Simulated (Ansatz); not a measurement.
## BeS (rocksalt) under strain

Rocksalt BeS, relaxed with r2SCAN in the PAW code Ansatz. It is cubic, Fm-3m (No. 225); a = 4.635 Å in the conventional setting, 12.44 Å³ an atom. Be has 6 S at 2.32 Å; S has 6 Be at 2.32 Å.

The axes x, y and z are those of this cell:
```yaml
crystal:
  lattice:
    - [0.00000, 2.31730, 2.31730]
    - [2.31730, 0.00000, 2.31730]
    - [2.31730, 2.31730, 0.00000]
  atoms:
    - { symbol: Be, position: [0.00000, 0.00000, 0.00000] }
    - { symbol: S, position: [0.50000, 0.50000, 0.50000] }
```

Unstrained: With PBE the valence top lies at Γ–K (0.40 of the way from Γ) and the conduction bottom at X, 0.964 eV higher; the smallest vertical gap, at X, is 4.143 eV. r2SCAN gives an indirect gap of 1.329 eV, from Γ–K (0.40 of the way from Γ) to X; the least direct gap is 4.598 eV at X. HSE06 gives an indirect gap of 1.731 eV, from Γ–K (0.40 of the way from Γ) to X; the least direct gap is 5.213 eV at X. Meshes: PBE 10×10×10, r2SCAN 10×10×10, HSE06 6×6×6. Strains are changes of length per length. After each strain the atoms were relaxed again with r2SCAN within the symmetry that the strain leaves, so tilts or polar shifts that break it weren't tested; points keep the names that they have in the unstrained zone. Note: simulated data, non-magnetic, for a generated structure that need not be the stable one.

Changes of the least gap in eV (an overlap counts as a negative gap):
```json
{"strain": "isotropic -4.0 % on every length", "volume change (%)": "-11.5", "space group": "Fm-3m", "PBE": "+0.041", "r2SCAN": "+0.024", "HSE06": "+0.060", "G0W0@PBE (mesh)": "+0.04", "energy rise, r2SCAN (meV/atom)": "69.1"}
{"strain": "uniaxial +4.0 % along x", "volume change (%)": "+4.0", "space group": "I4/mmm", "PBE": "-0.136", "r2SCAN": "-0.158", "HSE06": "–", "G0W0@PBE (mesh)": "-0.16", "energy rise, r2SCAN (meV/atom)": "9.3"}
{"strain": "epitaxial +5.0 % in the plane normal to [111], free normal strain -1.00 %", "volume change (%)": "+9.1", "space group": "R-3m", "PBE": "-0.302", "r2SCAN": "-0.344", "HSE06": "-0.316", "G0W0@PBE (mesh)": "-0.33", "energy rise, r2SCAN (meV/atom)": "51.9"}
{"strain": "epitaxial +0.5 % in the xy plane, free normal strain -0.43 %", "volume change (%)": "+0.6", "space group": "I4/mmm", "PBE": "-0.070", "r2SCAN": "-0.075", "HSE06": "-0.077", "G0W0@PBE (mesh)": "-0.07", "energy rise, r2SCAN (meV/atom)": "0.4"}
{"strain": "isotropic +2.0 % on every length", "volume change (%)": "+6.1", "space group": "Fm-3m", "PBE": "-0.032", "r2SCAN": "-0.026", "HSE06": "-0.042", "G0W0@PBE (mesh)": "-0.04", "energy rise, r2SCAN (meV/atom)": "14.8"}
```
Unstrained, G0W0@PBE with 103 empty bands, a screening cutoff of 150 eV and a 6×6×6 mesh gives 1.75 eV on its mesh; the band count follows the volume. G0W0 here is at a finite number of bands, screening cutoff and k mesh, not at the basis limit.

Isotropic -4.0 % on every length. HSE06: the gap goes from 1.731 to 1.791 eV (+0.060 eV). Stress change with r2SCAN, compression positive: xx +17.07, yy +17.07, zz +17.07 GPa. For HSE06, dE_g/d ln V = -0.5 eV over this step.

Uniaxial +4.0 % along x, other directions held. r2SCAN: the gap goes from 1.329 to 1.171 eV (-0.158 eV); the edges go from Γ–K (0.40) → X to Γ → X. Stress change with r2SCAN, compression positive: xx -5.46, yy -2.90, zz -2.90 GPa.

Epitaxial +5.0 % in the plane normal to [111], free normal strain -1.00 %. HSE06: the gap goes from 1.731 to 1.415 eV (-0.316 eV); the edges go from Γ–K (0.40) → X to Γ → X. Stress change with r2SCAN, compression positive: xx -8.05, yy -8.05, zz -8.05, xy +4.05, xz +4.05, yz +4.05 GPa.

Epitaxial +0.5 % in the xy plane, free normal strain -0.43 %. HSE06: the gap goes from 1.731 to 1.654 eV (-0.077 eV); the X points, equivalent before, split by 105 meV, and the conduction bottom lies at those like (1/2, 1/2, 0); the edges go from Γ–K (0.40) → X to Γ–K (0.39) → X. Stress change with r2SCAN, compression positive: xx -0.89, yy -0.89, zz -0.04 GPa.

Isotropic +2.0 % on every length. HSE06: the gap goes from 1.731 to 1.689 eV (-0.042 eV). Stress change with r2SCAN, compression positive: xx -5.88, yy -5.88, zz -5.88 GPa. For HSE06, dE_g/d ln V = -0.7 eV over this step.

Where an edge lies off the special points, it is a point of the mesh or the k point where a search put PBE's edge or least direct gap, reused for the other functionals, whose own edges may lie a little apart.

The meshes of the hybrids are coarse, so their gaps aren't converged to the digits shown.
